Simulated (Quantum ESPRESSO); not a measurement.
# Al2O3 (R-3c) in Quantum ESPRESSO: notebook, part 2 of 4

Quantum ESPRESSO 7.5. The steps go on from the part before.

## Step 3: Phonons, PBE

File pw.in:

```
&CONTROL
  calculation = 'scf'
  prefix = 'pwscf'
  outdir = './tmp'
  pseudo_dir = './pseudo'
  tprnfor = .true.
  tstress = .true.
  disk_io = 'low'
/
&SYSTEM
  ibrav = 0
  celldm(1) = 8
  nat = 10
  ntyp = 2
  ecutwfc = 84
  nbnd = 33
  occupations = 'smearing'
  smearing = 'fd'
  degauss = 0.00146997
/
&ELECTRONS
  conv_thr = 2d-09
  electron_maxstep = 120
  mixing_beta = 0.5
/
ATOMIC_SPECIES
Al    26.9815 Al.upf
O     15.9990 O.upf
CELL_PARAMETERS alat
  0.5622525760176   0.3246166761072   1.0232552010573
 -0.5622525760176   0.3246166761072   1.0232552010573
  0.0000000000000  -0.6492333522380   1.0232552010573
ATOMIC_POSITIONS crystal
Al     0.3521600000    0.3521600000    0.3521600000
Al     0.1478400000    0.1478400000    0.1478400000
Al     0.6478400000    0.6478400000    0.6478400000
Al     0.8521600000    0.8521600000    0.8521600000
O      0.5566800000    0.9433200000    0.2500000000
O      0.2500000000    0.5566800000    0.9433200000
O      0.9433200000    0.2500000000    0.5566800000
O      0.4433200000    0.0566800000    0.7500000000
O      0.7500000000    0.4433200000    0.0566800000
O      0.0566800000    0.7500000000    0.4433200000
K_POINTS automatic
4 4 4 0 0 0
```

File relax.in:

```
&CONTROL
  calculation = 'relax'
  prefix = 'pwscf'
  outdir = './tmp'
  pseudo_dir = './pseudo'
  tprnfor = .true.
  tstress = .true.
  disk_io = 'low'
  nstep = 40
  forc_conv_thr = 0.0001
  etot_conv_thr = 1d-06
/
&SYSTEM
  ibrav = 0
  celldm(1) = 8
  nat = 10
  ntyp = 2
  ecutwfc = 84
  nbnd = 33
  occupations = 'smearing'
  smearing = 'fd'
  degauss = 0.00146997
/
&ELECTRONS
  conv_thr = 2d-09
  electron_maxstep = 120
  mixing_beta = 0.5
/
&IONS
  ion_dynamics = 'bfgs'
/
ATOMIC_SPECIES
Al    26.9815 Al.upf
O     15.9990 O.upf
CELL_PARAMETERS alat
  0.5622525760165   0.3246166761117   1.0232552010586
 -0.5622525760165   0.3246166761117   1.0232552010586
 -0.0000000000000  -0.6492333522353   1.0232552010548
ATOMIC_POSITIONS crystal
Al     0.3521600000    0.3521600000    0.3521600000
Al     0.1478400000    0.1478400000    0.1478400000
Al     0.6478400000    0.6478400000    0.6478400000
Al     0.8521600000    0.8521600000    0.8521600000
O      0.5566800000    0.9433200000    0.2500000000
O      0.2500000000    0.5566800000    0.9433200000
O      0.9433200000    0.2500000000    0.5566800000
O      0.4433200000    0.0566800000    0.7500000000
O      0.7500000000    0.4433200000    0.0566800000
O      0.0566800000    0.7500000000    0.4433200000
K_POINTS automatic
4 4 4 0 0 0
```

File scf2.in:

```
&CONTROL
  calculation = 'scf'
  prefix = 'pwscf'
  outdir = './tmp'
  pseudo_dir = './pseudo'
  tprnfor = .true.
  tstress = .true.
  disk_io = 'low'
/
&SYSTEM
  ibrav = 0
  celldm(1) = 8
  nat = 10
  ntyp = 2
  ecutwfc = 84
  nbnd = 33
  occupations = 'fixed'
/
&ELECTRONS
  conv_thr = 1d-13
  electron_maxstep = 120
  mixing_beta = 0.5
  startingpot = 'file'
  startingwfc = 'file'
/
ATOMIC_SPECIES
Al    26.9815 Al.upf
O     15.9990 O.upf
CELL_PARAMETERS alat
  0.5622525760165   0.3246166761117   1.0232552010586
 -0.5622525760165   0.3246166761117   1.0232552010586
 -0.0000000000000  -0.6492333522353   1.0232552010548
ATOMIC_POSITIONS crystal
Al     0.3519804193    0.3519804193    0.3519804193
Al     0.1480195807    0.1480195807    0.1480195807
Al     0.6480195807    0.6480195807    0.6480195807
Al     0.8519804193    0.8519804193    0.8519804193
O      0.5562809168    0.9437190832    0.2500000000
O      0.2500000000    0.5562809168    0.9437190832
O      0.9437190832    0.2500000000    0.5562809168
O      0.4437190832    0.0562809168    0.7500000000
O      0.7500000000    0.4437190832    0.0562809168
O      0.0562809168    0.7500000000    0.4437190832
K_POINTS automatic
4 4 4 0 0 0
```

File ph.in:

```
phonons of Al2O3
&INPUTPH
  prefix = 'pwscf'
  outdir = './tmp'
  tr2_ph = 1d-18
  fildyn = 'dyn'
  niter_ph = 90
  alpha_mix(1) = 0.7
  epsil = .true.
/
0.0000000000 0.0000000000 0.0000000000
```

File dynmat.in:

```
&INPUT
  fildyn = 'dyn'
  asr = 'crystal'
  lperm = .true.
  filout = 'dynmat.disp'
  fileig = 'dynmat.eig'
/
```

File dynmat_lo.in:

```
&INPUT
  fildyn = 'dyn'
  asr = 'crystal'
  filout = 'dynmat_lo.disp'
  fileig = 'dynmat_lo.eig'
  q(1) = 0
  q(2) = 0
  q(3) = 1
/
```

Potentials or basis: PseudoDojo 0.4.1 SR PBE standard.

The run is started by

```
OMP_NUM_THREADS=1 mpirun -n 8 pw.x -nk 2 -in pw.in > pw.out
OMP_NUM_THREADS=1 mpirun -n 8 pw.x -nk 2 -in relax.in > relax.out
OMP_NUM_THREADS=1 mpirun -n 8 pw.x -nk 2 -in scf2.in > scf2.out
OMP_NUM_THREADS=1 mpirun -n 8 ph.x -nk 2 -in ph.in > ph.out
OMP_NUM_THREADS=1 mpirun -n 1 dynmat.x -in dynmat.in > dynmat.out
OMP_NUM_THREADS=1 mpirun -n 1 dynmat.x -in dynmat_lo.in > dynmat_lo.out
```

pw.out:

```text
This program is part of the open-source Quantum ESPRESSO suite
     for quantum simulation of materials; please cite
[... 6 lines left out ...]
     using ibrav=0 with symmetry is DISCOURAGED, use correct ibrav instead

     K-points division:     npool     =       2
     Subspace diagonalization in iterative solution of the eigenvalue problem:
     a serial algorithm will be used

     --------------------
     sticks:   dense  smooth     PW     G-vecs:    dense   smooth      PW
     Min         519     519    147                14941    14941    2268
     Max         520     520    148                14942    14942    2269
     Sum        2077    2077    589                59765    59765    9073

     Using Slab Decomposition

     bravais-lattice index     =            0
     lattice parameter (alat)  =       8.0000  a.u.
     unit-cell volume          =     573.7299 (a.u.)^3
     number of atoms/cell      =           10
     number of atomic types    =            2
     number of electrons       =        48.00
     number of Kohn-Sham states=           33
     kinetic-energy cutoff     =      84.0000  Ry
     charge density cutoff     =     336.0000  Ry
     scf convergence threshold =      2.0E-09
     mixing beta               =       0.5000
     number of iterations used =            8  plain     mixing
     Exchange-correlation= PBE
                           (   1   4   3   4   0   0   0)

     celldm(1)=   8.000000  celldm(2)=   0.000000  celldm(3)=   0.000000
     celldm(4)=   0.000000  celldm(5)=   0.000000  celldm(6)=   0.000000
[... 177 lines left out ...]
    15.4872  17.8739  17.9169  18.5004  19.0224  19.2147  19.5893  20.3444
    20.9470

          k =-0.2223 0.6418-0.0814 (  7475 PWs)   bands (ev):

   -10.4276  -9.8013  -9.2080  -9.0274  -8.8803  -8.4897   1.6567   1.9254
     2.1781   2.8938   3.5845   3.6863   4.3750   4.5630   5.2785   5.5481
     6.0096   6.2790   6.3898   6.4875   6.7908   6.9508   7.3125   7.3725
    16.8091  17.5585  17.7063  18.1727  18.2496  18.8031  19.5107  20.3461
    20.6159
[... 59 lines left out ...]
   -10.4503 -10.4503  -8.6937  -8.6937  -8.6937  -8.6937   2.1457   2.1457
     3.2886   3.2886   3.2886   3.2886   3.6588   3.6588   5.4742   5.4742
     5.7252   5.7252   5.7252   5.7252   7.3396   7.3396   7.3396   7.3396
    16.4268  16.4268  18.8507  18.8507  20.2034  20.2034  20.4584  20.4584
    20.4584

     the Fermi energy is    13.0644 ev

!    total energy              =    -218.24128493 Ry
     estimated scf accuracy    <          7.7E-10 Ry
     smearing contrib. (-TS)   =       0.00000000 Ry
     internal energy E=F+TS    =    -218.24128493 Ry

     The total energy is F=E-TS. E is the sum of the following terms:
     one-electron contribution =     -34.97804067 Ry
     hartree contribution      =      53.35120075 Ry
     xc contribution           =     -60.38449870 Ry
     ewald contribution        =    -176.22994631 Ry

     convergence has been achieved in  10 iterations

     Forces acting on atoms (cartesian axes, Ry/au):

     atom    1 type  1   force =     0.00000000   -0.00000000   -0.00200714
     atom    2 type  1   force =    -0.00000000    0.00000000    0.00200714
     atom    3 type  1   force =    -0.00000000   -0.00000000    0.00200714
     atom    4 type  1   force =     0.00000000   -0.00000000   -0.00200714
     atom    5 type  2   force =    -0.00192332   -0.00000000   -0.00000000
     atom    6 type  2   force =     0.00096166   -0.00166564   -0.00000000
     atom    7 type  2   force =     0.00096166    0.00166564    0.00000000
     atom    8 type  2   force =     0.00192332    0.00000000   -0.00000000
     atom    9 type  2   force =    -0.00096166    0.00166564    0.00000000
     atom   10 type  2   force =    -0.00096166   -0.00166564   -0.00000000

     Total force =     0.006189     Total SCF correction =     0.000025

     Computing stress (Cartesian axis) and pressure

          total   stress  (Ry/bohr**3)                   (kbar)     P=       59.86
   0.00042088   0.00000000  -0.00000000           61.91        0.00       -0.00
   0.00000000   0.00042088   0.00000000            0.00       61.91        0.00
  -0.00000000   0.00000000   0.00037901           -0.00        0.00       55.75

=------------------------------------------------------------------------------=
   JOB DONE.
=------------------------------------------------------------------------------=
```

relax.out:

```text
This program is part of the open-source Quantum ESPRESSO suite
     for quantum simulation of materials; please cite
[... 6 lines left out ...]
     using ibrav=0 with symmetry is DISCOURAGED, use correct ibrav instead

     K-points division:     npool     =       2
     Subspace diagonalization in iterative solution of the eigenvalue problem:
[... 949 lines left out ...]
O                0.4437190832        0.0562809168        0.7500000000
O                0.7500000000        0.4437190832        0.0562809168
O                0.0562809168        0.7500000000        0.4437190832
End final coordinates

=------------------------------------------------------------------------------=
   JOB DONE.
=------------------------------------------------------------------------------=
```

scf2.out:

```text
This program is part of the open-source Quantum ESPRESSO suite
     for quantum simulation of materials; please cite
[... 6 lines left out ...]
     using ibrav=0 with symmetry is DISCOURAGED, use correct ibrav instead

     K-points division:     npool     =       2
[... 260 lines left out ...]
   0.00041890  -0.00000000  -0.00000000           61.62       -0.00       -0.00
   0.00000000   0.00041890   0.00000000            0.00       61.62        0.00
  -0.00000000   0.00000000   0.00038589           -0.00        0.00       56.77

=------------------------------------------------------------------------------=
   JOB DONE.
=------------------------------------------------------------------------------=
```

Run time: 19 min. Hardware: 8 MPI ranks of Intel Xeon Platinum 8259CL at 2.50GHz (Skylake/Cascade Lake), shared host; peak memory 0.72 GiB.

What came out:

```
Free energy                                             : -2969.3245 eV
Pressure after relaxing                                 : 6.0 GPa
Band gap on the k mesh                                  : 6.28 eV, direct
Electronic dielectric tensor (diagonal)                 : 3.20, 3.20, 3.17
Born charges (mean of the diagonal)                     : Al +2.94; O -1.96 e
Highest phonon frequency at Γ, LO-TO splitting left out : 751 cm⁻¹
Static dielectric tensor (diagonal)                     : 9.22, 9.22, 11.25
```

Forces in eV/Å, atoms in the order of the input:
```
Al   0.000  0.000 -0.002
Al   0.000  0.000  0.002
Al   0.000  0.000  0.002
Al   0.000  0.000 -0.002
O    0.002  0.000  0.000
O   -0.001  0.002  0.000
O   -0.001 -0.002  0.000
O   -0.002  0.000  0.000
O    0.001 -0.002  0.000
O    0.001  0.002  0.000
```

Stress tensor (GPa, compression positive):
```
6.16 0.00 0.00
0.00 6.16 0.00
0.00 0.00 5.68
```

The path:
```tsv
step	energy change (eV)	largest force (eV/Å)	pressure (GPa)
1	0.0000	0.0516	5.99
2	-0.0004	0.0286	5.99
3	-0.0005	0.0038	6.00
4	-0.0005	0.0023	6.00
```

Final structure:
```
Al O
1.0
     2.38025    1.37424    4.33187
    -2.38025    1.37424    4.33187
     0.00000   -2.74848    4.33187
Al O
4 6
Direct
  0.35198 0.35198 0.35198
  0.14802 0.14802 0.14802
  0.64802 0.64802 0.64802
  0.85198 0.85198 0.85198
  0.55628 0.94372 0.25000
  0.25000 0.55628 0.94372
  0.94372 0.25000 0.55628
  0.44372 0.05628 0.75000
  0.75000 0.44372 0.05628
  0.05628 0.75000 0.44372
```

Levels at points of the mesh, in eV from the valence-band top:
| k point | band 22 | band 23 | band 24 | band 25 | band 26 | band 27 |
| --- | --- | --- | --- | --- | --- | --- |
| (0.00, 0.00, 0.00) | -0.04 | -0.04 | 0.00 | 6.28 | 9.18 | 10.80 |
| (0.00, 0.00, -0.50) | -0.89 | -0.26 | -0.26 | 9.50 | 9.50 | 9.70 |
| (0.00, -0.50, -0.50) | -0.90 | -0.73 | -0.24 | 9.69 | 9.76 | 9.96 |
| (-0.50, -0.50, -0.50) | -0.37 | -0.37 | -0.37 | 8.71 | 8.71 | 11.16 |

Phonon frequencies in cm⁻¹ (negative: imaginary):
```csv
q point,frequencies
"(0.000, 0.000, 0.000)",-3 -3 4 304 371 371 383 383 390 413 429 429 434 434 441 441 529 571 571 573 573 585 595 632 632 642 687 747 751 751
```

Electronic dielectric tensor:
```
3.20 0.00 0.00
0.00 3.20 0.00
0.00 0.00 3.17
```

Born effective charge tensors (e):
atom 1, Al
```
 2.95 -0.03  0.00
 0.03  2.95  0.00
 0.00  0.00  2.92
```
atom 2, Al
```
 2.95  0.03  0.00
-0.03  2.95  0.00
 0.00  0.00  2.92
```
atom 3, Al
```
 2.95 -0.03  0.00
 0.03  2.95  0.00
 0.00  0.00  2.92
```
atom 4, Al
```
 2.95  0.03  0.00
-0.03  2.95  0.00
 0.00  0.00  2.92
```
atom 5, O
```
-2.06  0.00  0.00
 0.00 -1.86  0.25
 0.00  0.34 -1.95
```
atom 6, O
```
-1.91  0.09 -0.22
 0.09 -2.01 -0.13
-0.30 -0.17 -1.95
```
atom 7, O
```
-1.91 -0.09  0.22
-0.09 -2.01 -0.13
 0.30 -0.17 -1.95
```
atom 8, O
```
-2.06  0.00  0.00
 0.00 -1.86  0.25
 0.00  0.34 -1.95
```
atom 9, O
```
-1.91  0.09 -0.22
 0.09 -2.01 -0.13
-0.30 -0.17 -1.95
```
atom 10, O
```
-1.91 -0.09  0.22
-0.09 -2.01 -0.13
 0.30 -0.17 -1.95
```

Optical modes at Γ, degenerate ones joined, polar ones without the macroscopic field:
| cm⁻¹ | components | symmetry | active in | IR intensity, summed ((D/Å)²/amu) |
| --- | --- | --- | --- | --- |
| 304 | 1 | A2g | silent | 0.00 |
| 371 | 2 | Eg | Raman | 0.00 |
| 383 | 2 | Eu | IR | 3.29 |
| 390 | 1 | A2u | IR | 37.87 |
| 413 | 1 | A1g | Raman | 0.00 |
| 429 | 2 | Eg | Raman | 0.00 |
| 434 | 2 | Eu | IR | 37.85 |
| 441 | 2 | Eg | Raman | 0.00 |
| 529 | 1 | A2g | silent | 0.00 |
| 571 | 2 | Eg | Raman | 0.00 |
| 573 | 2 | Eu | IR | 78.09 |
| 585 | 1 | A2u | IR | 25.06 |
| 595 | 1 | A1u | silent | 0.00 |
| 632 | 2 | Eu | IR | 7.58 |
| 642 | 1 | A1g | Raman | 0.00 |
| 687 | 1 | A1u | silent | 0.00 |
| 747 | 1 | A2g | silent | 0.00 |
| 751 | 2 | Eg | Raman | 0.00 |

Zone-centre frequencies without and with the macroscopic field along z (cm⁻¹):
```
                                                                                              optical modes in rising order
       without  304 371 371 383 383 390 413 429 429 434 434 441 441 529 571 571 573 573 585 595 632 632 642 687 747 751 751
with the field  304 371 371 383 383 413 429 429 434 434 441 441 498 529 571 571 573 573 595 632 632 642 687 747 751 751 863
```

Static dielectric tensor, electrons and zone-centre modes:
```
 9.22  0.00  0.00
 0.00  9.22  0.00
 0.00  0.00 11.25
```

Caveat: the cell is more than 3 GPa from zero pressure, which shifts response properties; on a mesh that holds Γ this program's dielectric tensor can be off by some percent beyond the error of the mesh.

[end of part 2 of 4]
